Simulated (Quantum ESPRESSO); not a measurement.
A calculation with Quantum ESPRESSO 7.5 of Sb (ASE script, structure from a P1 CIF):

File run.py:

```python
import numpy as np
from ase.calculators.espresso import Espresso, EspressoProfile
from ase.io import read

atoms = read('Sb.cif')

input_data = {
    'control': {'calculation': 'scf', 'prefix': 'pwscf', 'outdir': './tmp', 'tprnfor': True, 'tstress': True, 'disk_io': 'nowf'},
    'system': {'ecutwfc': 45.0, 'ecutrho': 360.0, 'nbnd': 13, 'occupations': 'smearing', 'smearing': 'fd', 'degauss': 0.00367493},
    'electrons': {'conv_thr': 2e-10, 'electron_maxstep': 120, 'mixing_beta': 0.5},
}
pseudopotentials = {'Sb': 'sb_pbesol_v1.4.uspp.F.UPF'}
profile = EspressoProfile(command='mpirun -n 2 pw.x -nk 2', pseudo_dir='pseudo')
dft = Espresso(profile=profile, input_data=input_data, pseudopotentials=pseudopotentials, kpts=(12, 12, 12), koffset=(0, 0, 0))
atoms.calc = dft

print(f'energy {atoms.get_potential_energy():.8f} eV')
print('forces (eV/A)')
print(np.round(atoms.get_forces(), 6))
print('stress (eV/A^3, Voigt)')
print(np.round(atoms.get_stress(), 8))
print(f'Fermi level {dft.get_fermi_level():.4f} eV')
```

Contents of Sb.cif:

```cif
data_Sb
_cell_length_a 3.51077882
_cell_length_b 3.51077882
_cell_length_c 3.51077882
_cell_angle_alpha 126.63358998
_cell_angle_beta 126.63358998
_cell_angle_gamma 78.84926272
_space_group_name_H-M_alt 'P1'
_space_group_name_Hall 'P 1'
_space_group_IT_number 1
loop_
_space_group_symop_operation_xyz
'x,y,z'
loop_
_atom_site_label
_atom_site_type_symbol
_atom_site_symmetry_multiplicity
_atom_site_Wyckoff_symbol
_atom_site_fract_x
_atom_site_fract_y
_atom_site_fract_z
_atom_site_occupancy
Sb1 Sb 1 a 0.0000000000 0.0000000000 0.0000000000 1
```

Potentials or basis: GBRV 1.5 PBEsol.

Launch:

```bash
$ OMP_NUM_THREADS=1 python run.py
```

This isn't the form of Sb at room conditions, which is rhombohedral.

Write the same calculation in another form: native input, structure typed inline.

As run:

File pw.in:

```
&CONTROL
  calculation = 'scf'
  prefix = 'pwscf'
  outdir = './tmp'
  pseudo_dir = './pseudo'
  tprnfor = .true.
  tstress = .true.
  disk_io = 'low'
/
&SYSTEM
  ibrav = 0
  celldm(1) = 8
  nat = 1
  ntyp = 1
  ecutwfc = 45
  ecutrho = 360
  nbnd = 13
  occupations = 'smearing'
  smearing = 'fd'
  degauss = 0.00367493
/
&ELECTRONS
  conv_thr = 2d-10
  electron_maxstep = 120
  mixing_beta = 0.5
/
ATOMIC_SPECIES
Sb   121.7600 sb_pbesol_v1.4.uspp.F.UPF
CELL_PARAMETERS alat
 -0.3724036463158   0.3724036463158   0.6406026127505
  0.3724036463158  -0.3724036463158   0.6406026127505
  0.3724036463158   0.3724036463158  -0.6406026127505
ATOMIC_POSITIONS crystal
Sb     0.0000000000    0.0000000000    0.0000000000
K_POINTS automatic
12 12 12 0 0 0
```

File pp_density.in:

```
&INPUTPP
  prefix = 'pwscf'
  outdir = './tmp'
  filplot = 'density.dat'
  plot_num = 0
/
&PLOT
  nfile = 1
  filepp(1) = 'density.dat'
  iflag = 3
  output_format = 6
  fileout = 'density.cube'
/
```

Contents of pp_potential.in:

```
&INPUTPP
  prefix = 'pwscf'
  outdir = './tmp'
  filplot = 'potential.dat'
  plot_num = 11
/
&PLOT
  nfile = 1
  filepp(1) = 'potential.dat'
  iflag = 3
  output_format = 6
  fileout = 'potential.cube'
/
```

Potentials or basis: GBRV 1.5 PBEsol.

Command:

```console
$ OMP_NUM_THREADS=1 mpirun -n 2 pw.x -nk 2 -in pw.in > pw.out
$ OMP_NUM_THREADS=1 mpirun -n 1 pp.x -in pp_density.in > pp_density.out
$ OMP_NUM_THREADS=1 mpirun -n 1 pp.x -in pp_potential.in > pp_potential.out
```

Both were run:

|  | ASE script, structure from a P1 CIF | native input, structure typed inline |
| --- | --- | --- |
| Pressure | -1.4 GPa | -1.4 GPa |
| Band gap on the k mesh | none (metal or under the smearing width) | none (metal or under the smearing width) |

Keys that steer only the numerical path or the files written may differ.
